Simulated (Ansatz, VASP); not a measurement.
## One calculation of CdS, two programs

```
Cd S
1.0
     6.67572    0.00000    0.00000
     0.00000    4.38506    0.00000
     0.00000    0.00000   26.74295
Cd S
1 1
Direct
  0.50000 0.00000 0.31408
  0.50000 0.50000 0.28421
```

Alike in both runs: functional PBE; k mesh 4 × 6 × 1; occupations gaussian, width 0.02 eV; no spin polarisation.

Ansatz relaxed the structure, and its values are those at the end. VASP's run is a single point on that final structure, the one shown.

|  | VASP | Ansatz |
| --- | --- | --- |
| version | VASP 6.6.1 | Ansatz 0.2.0 |
| potentials or method | VASP PAW PBE potentials, release 64 (Cd, S) | scalar-relativistic, plane waves, PAW |
| plane-wave cutoff (eV) | 520 | 420 |
| valence electrons in the cell | 18 | 26 |

```csv
,VASP,Ansatz,Ansatz less VASP
gap on the k mesh at the Fermi level (eV),1.88,1.87,-0.012
least direct gap on the mesh (eV),2.60,2.59,-0.007
rms of the force components (eV/Å),0.034,0.000,-0.0335
```

The two sets of potentials don't hold the same shells in valence. Ansatz warned: «xc_potential_rough_in_thin_density».
